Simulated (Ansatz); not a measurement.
The system is BeS.

```
S Be
1.0
     0.00000    2.42500    2.42500
     2.42500    0.00000    2.42500
     2.42500    2.42500    0.00000
S Be
1 1
Direct
  0.75000 0.75000 0.75000
  0.00000 0.00000 0.00000
```

Base run:

```yaml
Program: Ansatz 0.2.0
Functional: r2SCAN
Potentials_or_basis: Ansatz PAW
Cutoff: "500 eV (not typed: the program's choice for these potentials)"
k_mesh: 9 × 9 × 9
Occupations: fermi-dirac, width 0.05 eV
Spin: no spin polarisation
```

Its results: band gap on the k mesh 3.66 eV, indirect (least direct gap 6.23 eV); pressure 1.1 GPa.

Task: The run is repeated on the same cell with these changes: functional from r2SCAN to PBE; cutoff from 500 eV (not typed: the program's choice for these potentials) to 420 eV (not typed: the program's choice for these potentials). What comes out?

Result: Band gap on the k mesh 3.20 eV, indirect (least direct gap 5.65 eV); pressure 1.5 GPa.

r2SCAN gives the wider gap, since meta-GGAs in the generalised Kohn-Sham scheme recover part of the derivative discontinuity.

Caveats: the k mesh misses the band edges, so the gap on the mesh is wider than the one along the path; the PAW data sets come from PBE, with cores solved anew for the run's functional, which leaves a small shift of forces and pressure (some runs).
